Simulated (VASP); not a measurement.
Input of a VASP 6.6.1 run:

The input POSCAR:

```
PtS2
1.0
    3.5432000000      0.0000000000      0.0000000000
   -1.7716000000      3.0685012107      0.0000000000
    0.0000000000      0.0000000000      5.0388000000
Pt S
1 2
Direct
    0.0000000000      0.0000000000      0.0000000000
    0.6666666667      0.3333333333      0.7730000000
    0.3333333333      0.6666666667      0.2270000000
```

INCAR.step1

```
SYSTEM = PtS2
  ALGO = Normal
  EDIFF = 1E-5
  ENCUT = 520
  GGA = PE
  ISIF = 2
  ISMEAR = -1
  LASPH = .TRUE.
  LCHARG = .FALSE.
  LMAXMIX = 4
  LREAL = .FALSE.
  LWAVE = .TRUE.
  NELM = 100
  PREC = Accurate
  SIGMA = 0.05
```

The input INCAR.step2:

```
SYSTEM = PtS2
  AEXX = 0.25
  ALGO = Normal
  EDIFF = 1E-7
  ENCUT = 520
  GGA = PE
  HFRCUT = -1
  ISIF = 2
  ISMEAR = -1
  ISTART = 1
  LASPH = .TRUE.
  LCHARG = .FALSE.
  LHFCALC = .TRUE.
  LMAXMIX = 4
  LREAL = .FALSE.
  LWAVE = .FALSE.
  NELM = 100
  PREC = Accurate
  PRECFOCK = Fast
  SIGMA = 0.05
```

Contents of KPOINTS:

```
k-points
0
G
  5 5 3
  0 0 0
```

Contents of KPOINTS_OPT:

```
path GMKGALHA,LM,KH
10
line-mode
reciprocal
 0.0000000000  0.0000000000  0.0000000000  G
 0.5000000000  0.0000000000  0.0000000000  M

 0.5000000000  0.0000000000  0.0000000000  M
 0.3333333333  0.3333333333  0.0000000000  K

 0.3333333333  0.3333333333  0.0000000000  K
 0.0000000000  0.0000000000  0.0000000000  G

 0.0000000000  0.0000000000  0.0000000000  G
 0.0000000000  0.0000000000  0.5000000000  A

 0.0000000000  0.0000000000  0.5000000000  A
 0.5000000000  0.0000000000  0.5000000000  L

 0.5000000000  0.0000000000  0.5000000000  L
 0.3333333333  0.3333333333  0.5000000000  H

 0.3333333333  0.3333333333  0.5000000000  H
 0.0000000000  0.0000000000  0.5000000000  A

 0.5000000000  0.0000000000  0.5000000000  L
 0.5000000000  0.0000000000  0.0000000000  M

 0.3333333333  0.3333333333  0.0000000000  K
 0.3333333333  0.3333333333  0.5000000000  H
```

Potentials or basis: VASP PAW PBE potentials, release 64 (Pt, S).

Run with:

```console
$ cat potpaw_PBE.64/Pt/POTCAR potpaw_PBE.64/S/POTCAR > POTCAR
$ cp INCAR.step1 INCAR
$ mpirun -np 1 vasp_std > vasp.out
$ cp INCAR.step2 INCAR
$ mpirun -np 1 vasp_std > vasp.out
```

(1) Estimate the pressure.

(2) Predict the band gap along the path.

## Answers

(1) 6.4 GPa.

(2) 2.24 eV, indirect (least direct gap 2.99 eV).

Caveat: the PAW data sets were made with another functional, which shifts forces and pressure a little; spin-orbit coupling is left out, which moves the levels of the heavy elements; the mesh misses the band edges, which the band path finds closer together.
